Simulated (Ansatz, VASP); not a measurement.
**Ca: VASP beside Ansatz**

```xyz
1
Lattice="-2.1917 2.1917 2.1917 2.1917 -2.1917 2.1917 2.1917 2.1917 -2.1917" Properties=species:S:1:pos:R:3 pbc="T T T"
Ca    0.0000    0.0000    0.0000
```

Alike in both runs: task relaxation of cell and atoms; functional PBE; k mesh 14 × 14 × 14; occupations gaussian, width 0.1 eV; no spin polarisation.

|  | VASP | Ansatz |
| --- | --- | --- |
| version | VASP 6.6.1 | Ansatz 0.2.0 |
| potentials or method | VASP PAW PBE potentials, release 64 (Ca_sv) | scalar-relativistic, plane waves, PAW |
| plane-wave cutoff (eV) | 600 | 420 |
| valence electrons in the cell | 10 | 10 |

|  | VASP | Ansatz | Ansatz less VASP |
| --- | --- | --- | --- |
| gap on the k mesh at the Fermi level, each at its own relaxed structure (eV) | none | none | - |
| relaxed volume (Å³/atom) | 42.18 | 42.11 | -0.067 |
| relaxed cell length with the largest relative difference (Å) | 3.798 | 3.796 | -0.0020 |

A gap of «none» marks a metal or a gap that the smearing closes.
